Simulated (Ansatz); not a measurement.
## Cu under changes of volume

One of the cells (11.458 Å³/atom); the others are scaled copies at fixed shape and fractional positions:

```
Cu
1.0
    -1.44279    1.44279    1.37608
     1.44279   -1.44279    1.37608
     1.44279    1.44279   -1.37608
Cu
1
Direct
  0.00000 0.00000 0.00000
```

This isn't the form of Cu at room conditions, which is fcc.

| Quantity | Value |
| --- | --- |
| Program | Ansatz 0.2.0 |
| Functional | revPBE |
| Dispersion | D3(BJ)+ATM |
| Potentials or basis | all-electron LAPW, scalar-relativistic |
| Cutoff | 298 eV (chosen from the basis error) |
| Basis error allowed | 0.002 eV/atom |
| k mesh | 13 × 13 × 13 |
| Occupations | gaussian, width 0.05 eV |
| Spin | no spin polarisation |
| Hubbard terms | Cu d U = 1 eV |

| volume (Å³/atom) | energy over the lowest point (meV/atom) | pressure (GPa) |
| --- | --- | --- |
| 10.771 | 9.13 | 7.3 |
| 11.000 | 1.78 | 3.1 |
| 11.229 | 0.00 | -0.5 |
| 11.458 | 3.09 | -3.7 |
| 11.687 | 10.44 | -6.5 |
| 11.916 | ? | ? |
| 12.146 | 35.94 | -11.1 |

Task: What does the run at 11.916 Å³/atom give?

Result: Energy over the lowest point 21.54 meV/atom; pressure -9.0 GPa.

Worked out: A Birch-Murnaghan fit of order 3 (a polynomial in V^(-2/3)) to the other rows has its minimum at 11.19 Å³/atom with B0 = V·E''(V) = 170 GPa and B' = 5.5 at fixed shape and positions, which overstates the stiffness. It gives 21.53 meV/atom at 11.916 Å³/atom, against the run's 21.54, and -dE/dV = -8.9 GPa, against -9.0.

Energies are extrapolated to zero smearing.

Caveats: U is the effective U less J, on atomic orbitals that reach past the spheres; U without spin polarisation on a metal has little footing; pairwise dispersion overbinds metals, which lowers pressure and volume; the U is typed as a test and isn't derived for this compound.
